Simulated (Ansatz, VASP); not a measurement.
## Two plane-wave programs on Bi2TeSe2 (Skippenite)

The input INCAR:

```
SYSTEM = Bi2TeSe2
PREC     = Accurate       ! precision mode
ENCUT    = 520            ! plane-wave cutoff, eV
EDIFF    = 1E-7           ! SCF threshold, eV
ISMEAR   = -1             ! smearing method
SIGMA    = 0.05           ! smearing width, eV
LREAL    = .False.        ! projectors in reciprocal space
LASPH    = .True.         ! aspherical terms in the spheres
NELM     = 60             ! most SCF steps
ALGO     = Normal         ! electronic algorithm
ISIF     = 2              ! what is computed and relaxed
LWAVE    = .False.        ! write WAVECAR
LCHARG   = .False.        ! write CHGCAR
GGA      = PS             ! functional
NBANDS   = 32             ! bands
KPAR     = 2
```

File KPOINTS:

```
regular mesh
0
Gamma
  7 7 7
  0 0 0
```

POSCAR

```
Bi2TeSe2
1.0
    2.1053513970      1.2155251958      9.7766552961
   -2.1053513970      1.2155251958      9.7766552961
    0.0000000000     -2.4310503916      9.7766552961
Bi Te Se
2 1 2
Direct
    0.6019400000      0.6019400000      0.6019400000
    0.3980600000      0.3980600000      0.3980600000
    0.0000000000      0.0000000000      0.0000000000
    0.7884000000      0.7884000000      0.7884000000
    0.2116000000      0.2116000000      0.2116000000
```

File input.yaml:

```yaml
crystal:
  lattice:
    - [2.105351397, 1.2155251958, 9.7766552961]
    - [-2.105351397, 1.2155251958, 9.7766552961]
    - [0.0, -2.4310503916, 9.7766552961]
  atoms:
    - { symbol: Bi, position: [0.60194, 0.60194, 0.60194] }
    - { symbol: Bi, position: [0.39806, 0.39806, 0.39806] }
    - { symbol: Te, position: [0.0, 0.0, 0.0] }
    - { symbol: Se, position: [0.7884, 0.7884, 0.7884] }
    - { symbol: Se, position: [0.2116, 0.2116, 0.2116] }
hamiltonian:
  xc: pbesol
  pseudopotentials: { kind: paw }
kpoints:
  mp_grid: { grid: [7, 7, 7] }
scf:
  occupations: { method: fermi_dirac, width: 0.05 }
output:
  forces: true
  stress: true
  eigenvalues: true
```

Change from the starting cell: volume scaled by 1.02.

Alike in both runs: task single point; functional PBEsol; k mesh 7 × 7 × 7; occupations fermi-dirac, width 0.05 eV; no spin polarisation.

|  | VASP | Ansatz |
| --- | --- | --- |
| version | VASP 6.6.1 | Ansatz 0.2.0 |
| potentials or method | VASP PAW PBE potentials, release 64 (Bi_d, Te, Se) | Ansatz PAW |
| plane-wave cutoff (eV) | 520 | 420 |
| valence electrons in the cell | 48 | 78 |

|  | VASP | Ansatz | Ansatz less VASP |
| --- | --- | --- | --- |
| gap on the k mesh at the Fermi level (eV) | 0.44 | 0.44 | -0.002 |
| least direct gap on the mesh (eV) | 0.44 | 0.44 | -0.002 |
| pressure (GPa) | 0.6 | 0.6 | -0.03 |
| largest component of the traceless stress (GPa) | 0.15 | 0.15 | -0.003 |
| rms of the force components (eV/Å) | 0.685 | 0.688 | +0.0025 |

Atom by atom the forces differ by 0.004 eV/Å (rms over components). The two sets of potentials don't hold the same shells in valence.

Caveats: spin-orbit coupling is left out, which as a rule narrows the gap of such compounds by several tenths of an eV; the PAW data sets were made with another functional, which shifts forces and pressure a little (VASP); an odd mesh through Γ misses points on the zone boundary, where band edges often lie (VASP); odd divisions of the mesh miss points on the zone boundary, where band edges often lie, so the gap on the mesh can be too wide (Ansatz); the PAW data sets come from PBE, with cores solved anew for the run's functional, which leaves a small shift of forces and pressure (Ansatz); forces of over 1 eV/Å show positions far from the minimum, so gaps and moduli don't describe the material at rest (Ansatz).
